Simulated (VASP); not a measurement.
# WC (Qusongite) (P-6m2) in VASP: further runs

One crystal, WC (Qusongite), is run at these levels: PBE; tasks: single point.

Everything below comes from runs of VASP 6.6.1. Logs are shortened: lines on timing, memory, paths and dates and some standing lists are left out, and cuts for length are marked.

### 1 The crystal as given

The structure is hexagonal, space group P-6m2 (No. 187). The conventional cell has a = 2.907 Å, b = 2.907 Å, c = 2.837 Å, α = 90.00°, β = 90.00°, γ = 120.00°. Around W (site symmetry -6m2) lie 6 C at 2.20 Å. C (site symmetry -6m2) is surrounded by 6 W at 2.20 Å.

### 2 Single point, PBE

INCAR

```
PREC     = Accurate       # precision mode
ENCUT    = 520            # plane-wave cutoff, eV
EDIFF    = 1E-6           # SCF threshold, eV
ISMEAR   = 0              # smearing method
SIGMA    = 0.016          # smearing width, eV
LREAL    = False          # projectors in reciprocal space
LASPH    = True           # aspherical terms in the spheres
NELM     = 80             # most SCF steps
ALGO     = Fast           # electronic algorithm
ISIF     = 2              # what is computed and relaxed
LWAVE    = False          # write WAVECAR
LCHARG   = False          # write CHGCAR
GGA      = PE             # functional
```

KPOINTS

```
Automatic mesh
0
Gamma
  10 10 9
```

POSCAR

```
WC
1.0
    2.9065000000      0.0000000000      0.0000000000
   -1.4532500000      2.5171028361      0.0000000000
    0.0000000000      0.0000000000      2.8366000000
W C
1 1
Direct
    0.0000000000      0.0000000000      0.0000000000
    0.6666666667      0.3333333333      0.5000000000
```

Potentials or basis: VASP PAW PBE potentials, release 64 (W_sv, C).

Command:

```sh
> cat potpaw_PBE.64/W_sv/POTCAR potpaw_PBE.64/C/POTCAR > POTCAR
> mpirun -np 1 vasp_std > vasp.out
```

OUTCAR:

```text
PREC = Accurate
   ENCUT = 520
   EDIFF = 1E-6
   ISMEAR = 0
   LREAL = False
   LASPH = True
   NELM = 80
   ISIF = 2
   GGA = PE

 ion  position               nearest neighbor table
   1  0.000  0.000  0.000-   2 2.20   2 2.20   2 2.20   2 2.20   2 2.20   2 2.20
   2  0.667  0.333  0.500-   1 2.20   1 2.20   1 2.20   1 2.20   1 2.20   1 2.20

  LATTYP: Found a hexagonal cell.
 ALAT       =     2.9065000000
 C/A-ratio  =     0.9759504559

  Lattice vectors:

 A1 = (   2.9065000000,   0.0000000000,   0.0000000000)
 A2 = (  -1.4532500000,   2.5171028361,   0.0000000000)
 A3 = (   0.0000000000,   0.0000000000,   2.8366000000)

Analysis of symmetry for initial positions (statically):
=====================================================================
 Subroutine PRICEL returns:
 Original cell was already a primitive cell.

 Routine SETGRP: Setting up the symmetry group for a
 hexagonal supercell.

 Subroutine GETGRP returns: Found 12 space group operations
 (whereof 12 operations were pure point group operations)
 out of a pool of 24 trial point group operations.

The static configuration has the point symmetry D_3h.

Analysis of symmetry for dynamics (positions and initial velocities):
=====================================================================
 Subroutine PRICEL returns:
 Original cell was already a primitive cell.

 Routine SETGRP: Setting up the symmetry group for a
 hexagonal supercell.

 Subroutine GETGRP returns: Found 12 space group operations
 (whereof 12 operations were pure point group operations)
 out of a pool of 24 trial point group operations.

The dynamic configuration has the point symmetry D_3h.

 Subroutine INISYM returns: Found 12 space group operations
 (whereof 12 operations are pure point group operations),
 and found     1 'primitive' translations

----------------------------------------------------------------------------------------

                                     Primitive cell

  volume of cell :      20.7525

  direct lattice vectors                    reciprocal lattice vectors
     2.906500000  0.000000000  0.000000000     0.344056425  0.198641070  0.000000000
    -1.453250000  2.517102836  0.000000000     0.000000000  0.397282139  0.000000000
     0.000000000  0.000000000  2.836600000     0.000000000  0.000000000  0.352534725

  length of vectors
     2.906500000  2.906500000  2.836600000     0.397282139  0.397282139  0.352534725

  position of ions in fractional coordinates (direct lattice)
     0.000000000  0.000000000  0.000000000
     0.666666667  0.333333333  0.500000000

  ion indices of the primitive-cell ions
   primitive index   ion index
                 1           1
                 2           2

----------------------------------------------------------------------------------------

 KPOINTS: Automatic mesh

Automatic generation of k-mesh.
 Grid dimensions read from file:
 generate k-points for:   10   10    9

 Generating k-lattice:

  Cartesian coordinates                     Fractional coordinates (reciprocal lattice)
     0.034405643  0.019864107  0.000000000     0.100000000  0.000000000  0.000000000
     0.000000000  0.039728214  0.000000000     0.000000000  0.100000000  0.000000000
     0.000000000  0.000000000  0.039170525     0.000000000  0.000000000  0.111111111

  Length of vectors
     0.039728214  0.039728214  0.039170525

  Shift w.r.t. Gamma in fractional coordinates (k-lattice)
     0.000000000  0.000000000  0.000000000

 Subroutine IBZKPT returns following result:
 ===========================================

 Found     70 irreducible k-points:

 Following reciprocal coordinates:
            Coordinates               Weight
  0.000000  0.000000  0.000000      1.000000
  0.100000  0.000000  0.000000      6.000000
  0.200000  0.000000  0.000000      6.000000
  0.300000  0.000000  0.000000      6.000000
  0.400000  0.000000  0.000000      6.000000
  0.500000  0.000000  0.000000      3.000000
[... 16 lines left out ...]
  0.300000  0.100000  0.111111     24.000000
  0.400000  0.100000  0.111111     24.000000
 [... further k-points ...]
   k-points           NKPTS =     70   k-points in BZ     NKDIM =     70   number of bands    NBANDS=     13
   number of dos      NEDOS =    301   number of ions     NIONS =      2
   total plane-waves  NPLWV =  13824
   dimension x,y,z NGX =    24 NGY =   24 NGZ =   24
   dimension x,y,z NGXF=    48 NGYF=   48 NGZF=   48
   ions per type =               1   1
   NGX,Y,Z   is equivalent  to a cutoff of  13.73, 13.73, 14.07 a.u.
   NGXF,Y,Z  is equivalent  to a cutoff of  27.46, 27.46, 28.13 a.u.
 SYSTEM =  unknown system
   PREC   = accura    normal or accurate (medium, high low for compatibility)
   ISTART =      0    job   : 0-new  1-cont  2-samecut
   ICHARG =      2    charge: 1-file 2-atom 10-const
   ISPIN  =      1    spin polarized calculation?
   LNONCOLLINEAR =      F non collinear calculations
   LSORBIT =      F    spin-orbit coupling
   LASPH  =      T    aspherical Exc in radial PAW
   ENCUT  =  520.0 eV  38.22 Ry    6.18 a.u.   5.40  5.40  5.27*2*pi/ulx,y,z
   NELM   =     80;   NELMIN=  2; NELMDL= -5     # of ELM steps
   EDIFF  = 0.1E-05   stopping-criterion for ELM
   LREAL  =      F    real-space projection
   EDIFFG = 0.1E-04   stopping-criterion for IOM
   NSW    =      0    number of steps for IOM
   IBRION =     -1    ionic relax: 0-MD 1-quasi-New 2-CG
   NFREE  =      0    steps in history (QN), initial steepest desc. (CG)
   ISIF   =      2    stress and relaxation
   ISYM   =      2    0-nonsym 1-usesym 2-fastsym
   POTIM  = 0.5000    time-step for ionic-motion
   TEBEG  =    0.0;   TEEND  =   0.0 temperature during run
   PSTRESS=    0.0 pullay stress
   NELECT =      18.0000    total number of electrons
   NUPDOWN=      -1.0000    fix difference up-down
   EMIN   =  10.00;   EMAX   =-10.00  energy-range for DOS
   EFERMI =   0.00;   METHOD = LEGACY
   ISMEAR =     0;   SIGMA  =   0.02  broadening in eV -4-tet -1-fermi 0-gaus
   EFERMI_NEDOS =   21; number of points for ismear=-14 and -15
   IALGO  =     68    algorithm
   IMIX   =      4    mixing-type and parameters
     AMIX     =   0.40;   BMIX     =  1.00
     AMIX_MAG =   1.60;   BMIX_MAG =  1.00
  volume/ion in A,a.u.               =      10.38        70.02
  Fermi-wavevector in a.u.,A,eV,Ry     =   1.561262  2.950358 33.164744  2.437540
  Thomas-Fermi vector in A             =   2.664353
   LORBIT       =      0    0 simple, 1 ext, 2 COOP (PROOUT), +10 PAW based schemes
   GGA     = PE    functional components
   LHFCALC =     F    Hartree Fock is set to
   AEXX    =    0.0000 exact exchange contribution
   IVDW    =     0    specifies the selected vdW correction
   LEPSILON=     F    determine dielectric tensor
   LRPA    =     F    only Hartree local field effects (RPA)
 non-spin polarized calculation
 RMM-DIIS sequential band-by-band and
 Gauss-broadening in eV      SIGMA  =   0.02
  energy-cutoff  :      520.00
  volume of cell :       20.75
 maximum number of plane-waves:       580
 NGX is ok and might be reduce to    24
   NGX = 11   NGY = 11   NGZ = 11

 number of electron      18.0000000 magnetization

 Free energy of the ion-electron system (eV)
  ---------------------------------------------------
  ext. energy  EPLUGINS =         0.00000000
  ---------------------------------------------------
  free energy    TOTEN  =       -22.44521283 eV

  energy without entropy =      -22.44505006  energy(sigma->0) =      -22.44513145

 E-fermi :  11.0932     XC(G=0): -13.8001

 val. band max:       10.9906631402   @ k =   0.0000   0.0000   0.3333
 cond. band min:      11.0936984989   @ k =   0.1000   0.0000   0.3333
 fundamental gap:      0.1030353587
 Fermi energy:        11.0931920003

 k-point     1 :       0.0000    0.0000    0.0000
  band No.  band energies     occupation
      1     -62.9198      2.00000
      2     -26.9044      2.00000
      3     -26.7973      2.00000
      4     -26.7973      2.00000
      5      -3.3758      2.00000
      6       6.7671      2.00000
      7       7.7469      2.00000
      8       7.7469      2.00000
      9      11.1596      0.00000
     10      14.3155      0.00000
     11      14.3155      0.00000
     12      16.6995      0.00000
     13      16.6995      0.00000

 k-point     2 :       0.1000    0.0000    0.0000
  band No.  band energies     occupation
      1     -62.9142      2.00000
      2     -26.8938      2.00000
      3     -26.8791      2.00000
      4     -26.8158      2.00000
      5      -3.1155      2.00000
      6       6.7981      2.00000
      7       7.4511      2.00000
      8       7.9898      2.00000
      9      10.4560      2.00000
     10      14.2222      0.00000
     11      15.1014      0.00000
     12      16.1847      0.00000
     13      16.5204      0.00000

 k-point     3 :       0.2000    0.0000    0.0000
  band No.  band energies     occupation
      1     -62.8996      2.00000
      2     -27.0887      2.00000
      3     -26.8662      2.00000
      4     -26.8640      2.00000
      5      -2.3994      2.00000
      6       6.0697      2.00000
      7       7.6490      2.00000
      8       8.6552      2.00000
      9       9.2899      2.00000
     10      13.9870      0.00000
     11      15.1517      0.00000
     12      16.1240      0.00000
     13      16.4108      0.00000
[... 305 lines left out ...]
 k-point    23 :       0.3000    0.1000    0.1111
  band No.  band energies     occupation
      1     -62.8669      2.00000
      2     -27.4306      2.00000
      3     -26.9821      2.00000
      4     -26.8968      2.00000
      5      -0.6240      2.00000
      6       4.7480      2.00000
      7       7.2072      2.00000
      8       8.3800      2.00000
      9       9.6654      2.00000
     10      13.0336      0.00000
     11      15.0612      0.00000
     12      16.3323      0.00000
     13      17.7710      0.00000

 k-point    24 :       0.4000    0.1000    0.1111
  band No.  band energies     occupation
      1     -62.8569      2.00000
      2     -27.5555      2.00000
      3     -27.0236      2.00000
      4     -26.8762      2.00000
      5       0.0592      2.00000
      6       4.1812      2.00000
      7       6.8669      2.00000
      8       8.3508      2.00000
      9       9.7978      2.00000
     10      13.7383      0.00000
     11      15.1292      0.00000
     12      16.0272      0.00000
     13      18.1018      0.00000

 [... further k-points ...]
[... 5 lines left out ...]
  --------------------------------------------------------------------------------------
  -------------------------------------------------------------------------------------
  Total        0.9019146      0.9019146      0.8162557      0.0000000     -0.0000000      0.0000000
  in kB       69.6316364     69.6316364     63.0184056      0.0000000     -0.0000000      0.0000000
  external PRESSURE =      67.4272261 kB  Pullay stress =       0.0000000 kB

 VOLUME and BASIS-vectors are now :
 -----------------------------------------------------------------------------
  energy-cutoff  :      520.00
  volume of cell :       20.75
      direct lattice vectors                 reciprocal lattice vectors
     2.906500000  0.000000000  0.000000000     0.344056425  0.198641070  0.000000000
    -1.453250000  2.517102836  0.000000000     0.000000000  0.397282139  0.000000000
     0.000000000  0.000000000  2.836600000     0.000000000  0.000000000  0.352534725

 POSITION                                       TOTAL-FORCE (eV/Angst)
 -----------------------------------------------------------------------------------
      0.00000      0.00000      0.00000        -0.000000      0.000000      0.000000
      1.45325      0.83903      1.41830         0.000000      0.000000      0.000000
 -----------------------------------------------------------------------------------
    total drift:                                0.000000     -0.000000      0.000000

  FREE ENERGIE OF THE ION-ELECTRON SYSTEM (eV)
  ---------------------------------------------------
  free  energy   TOTEN  =       -22.4452128337 eV

  energy  without entropy=      -22.4450500618  energy(sigma->0) =      -22.44513145
```

Run time: 24 s. Hardware: 1 thread of Intel Xeon Platinum 8175M at 2.50GHz (Skylake/Cascade Lake), shared host; peak memory 0.15 GiB.

Results:

* Free energy: -22.4452 eV
* Pressure: 6.7 GPa
* Band gap on the k mesh: none (metal or under the smearing width)

Levels at points of the mesh, in eV from the Fermi level:
| k point | band 6 | band 7 | band 8 | band 9 | band 10 | band 11 | band 12 | band 13 |
| --- | --- | --- | --- | --- | --- | --- | --- | --- |
| (0.00, 0.00, 0.00) | -4.33 | -3.35 | -3.35 | 0.07 | 3.22 | 3.22 | 5.61 | 5.61 |
| (0.50, 0.00, 0.00) | -7.05 | -3.63 | -3.58 | -0.49 | 2.33 | 4.52 | 4.87 | 6.84 |

The run has no spin-orbit coupling, so splittings on W are missing.

### 3 Single point, PBE

INCAR

```
SYSTEM = WC
ALGO = Normal
EDIFF = 1E-7
ENCUT = 520
GGA = PE
ISIF = 2
ISMEAR = 0
LASPH = .TRUE.
LCHARG = .FALSE.
LREAL = .FALSE.
LWAVE = .FALSE.
NELM = 80
PREC = Accurate
SIGMA = 0.028000000000000004
```

KPOINTS

```
k-points
0
G
  10 10 9
  0 0 0
```

POSCAR is that of step 2.

Potentials or basis: VASP PAW PBE potentials, release 64 (W_sv, C).

Command:

```sh
> cat potpaw_PBE.64/W_sv/POTCAR potpaw_PBE.64/C/POTCAR > POTCAR
> mpirun -np 1 vasp_std > vasp.out
```

Wall time 11 s (1 thread of AMD EPYC 9R45 (Zen 5), shared host); peak memory 0.12 GiB.

The run converged. Its results:

| Quantity | Value |
| --- | --- |
| Free energy | -22.4453 eV |
| Pressure | 6.7 GPa |
| Band gap on the k mesh | none (metal or under the smearing width) |

Stress tensor (GPa, compression positive):
```
6.95 0.00 0.00
0.00 6.95 0.00
0.00 0.00 6.29
```

Levels at points of the mesh, in eV from the Fermi level:
| k point | band 5 | band 6 | band 7 | band 8 | band 9 | band 10 | band 11 | band 12 | band 13 |
| --- | --- | --- | --- | --- | --- | --- | --- | --- | --- |
| (0.00, 0.00, 0.00) | -14.47 | -4.32 | -3.34 | -3.34 | 0.07 | 3.22 | 3.22 | 5.61 | 5.61 |
| (0.50, 0.00, 0.00) | -11.12 | -7.05 | -3.63 | -3.58 | -0.49 | 2.33 | 4.52 | 4.88 | 6.84 |

Spin-orbit coupling is left out, which matters for the levels of W.

### 4 The reference run

An earlier run on the cell as given: functional PBEsol; potentials or basis VASP PAW PBE potentials, release 64 (W_sv, C); cutoff 520 eV; k mesh 10 × 10 × 9; occupations fermi-dirac, width 0.05 eV; no spin polarisation.

* Pressure: -2.3 GPa
* Band gap on the k mesh: none (metal or under the smearing width)

### 5 Overview

| level | smearing | ladder | gap on the mesh (eV) | pressure (GPa) |
| --- | --- | --- | --- | --- |
| PBE | gaussian 0.016 eV | - | none | 6.7 |
| PBE | gaussian 0.028 eV | - | none | 6.7 |
| PBEsol | fermi-dirac 0.05 eV | free | none | -2.3 |

Alike in all rows: task single point; potentials or basis VASP PAW PBE potentials, release 64 (W_sv, C); no spin polarisation; cell as given; k mesh 10 × 10 × 9; cutoff (eV) 520.

Every run on the cell as given and a fine mesh finds a metal. The pressure there spans -2.3 GPa (PBEsol) to 6.7 GPa (PBE); a positive pressure means that this level wants a larger cell, a negative one a smaller.

Caveats: the PAW data sets were made with another functional, which shifts forces and pressure a little (some runs).

Total energies depend on the potentials used, so only differences within one code and one set of settings carry meaning.
